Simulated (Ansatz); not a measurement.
# CdTe (zincblende): response to moved atoms and strain

Aim: move atoms of CdTe (zincblende) or strain its cell, and read the forces, the stress and the rise in energy.

Method: DFT PBE with spin–orbit coupling, plane waves, PAW, in Ansatz 0.2.0.

3 further runs of the same task are left out: 1 that didn't finish, 2 set aside as unsound or not needed. Runs told in other sessions of the task aren't counted.

### 1 The system as given

It takes space group F-43m (No. 216, cubic). Conventional cell: a = 6.619 Å, b = 6.619 Å, c = 6.619 Å, α = 90.00°, β = 90.00°, γ = 90.00°. Cd (site symmetry -43m) is surrounded by 4 Te at 2.87 Å. Te (site symmetry -43m) is surrounded by 4 Cd at 2.87 Å.

Structure file:

```cif
data_structure
_symmetry_space_group_name_H-M 'F-43m'
_symmetry_Int_Tables_number 216
_cell_length_a 6.6189
_cell_length_b 6.6189
_cell_length_c 6.6189
_cell_angle_alpha 90.000
_cell_angle_beta 90.000
_cell_angle_gamma 90.000
_cell_volume 289.98
loop_
_atom_site_label
_atom_site_type_symbol
_atom_site_symmetry_multiplicity
_atom_site_Wyckoff_symbol
_atom_site_fract_x
_atom_site_fract_y
_atom_site_fract_z
_atom_site_occupancy
Cd1 Cd 4 a 0.00000 0.00000 0.00000 1
Te1 Te 4 d 0.25000 0.25000 0.75000 1
```

This cell comes from an earlier session at PBE with spin–orbit coupling: 36.247 Å³/atom at 0.02 GPa, on a 10×10×10 mesh.

The changes: atom 2 (Te) moved 0.12 Å along y; strain e5 = +0.01, atoms carried along.

### 2 Atom 2 (Te) moved 0.12 Å along y

File input.yaml:

```yaml
crystal:
  lattice:
    - [0.0, 3.3094743502, 3.3094743502]
    - [3.3094743502, 0.0, 3.3094743502]
    - [3.3094743502, 3.3094743502, 0.0]
  atoms:
    - { symbol: Cd, position: [0.0, 0.0, 0.0] }
    - { symbol: Te, position: [0.2681297673, 0.2318702327, 0.2681297673] }
basis:
  ecutwfc: 420
  ecutrho_ratio: 4
kpoints:
  mp_grid: { grid: [10, 10, 10] }
hamiltonian:
  xc: pbe
scf:
  occupations: { method: gaussian, width: 0.05 }
output:
  forces: true
  stress: true
  eigenvalues: true
  populations: true
  write_density: true
  write_potential: true
  elf: true
  volumetric_format: npy
magnetization:
  noncollinear: true
  spin_orbit: true
```

On the command line:

```bash
$ ansatz run input.yaml --threads 4 --pin off --max-ram 7168MiB --backend cpu --events-out ev --progress --plain --runs-dir out
```

After this run come: Strain e5 = +0.01, atoms carried along.

What does the calculation give? Wanted: for each run, change; change of free energy; largest force; largest change of stress.

As calculated:

| change | change of free energy (meV/atom) | largest force (eV/Å) | largest change of stress (GPa) |
| --- | --- | --- | --- |
| atom 2 (Te) moved 0.12 Å along y | 13.32 | 0.443 | 1.22 |
| strain e5 = +0.01, atoms carried along | 0.35 | 0.046 | 0.31 |

Moving atom 2 by 0.12 Å meets a restoring force of 0.443 eV/Å along the move, a force constant of about 3.7 eV/Å². The strain e5 = +0.01 changes that stress component by -0.31 GPa (compression positive), a ratio of 31 GPa; that is a secant over a finite strain with the atoms carried along, not the elastic constant. No change lowers the energy by more than 0.5 meV/atom; other distortions weren't tried.
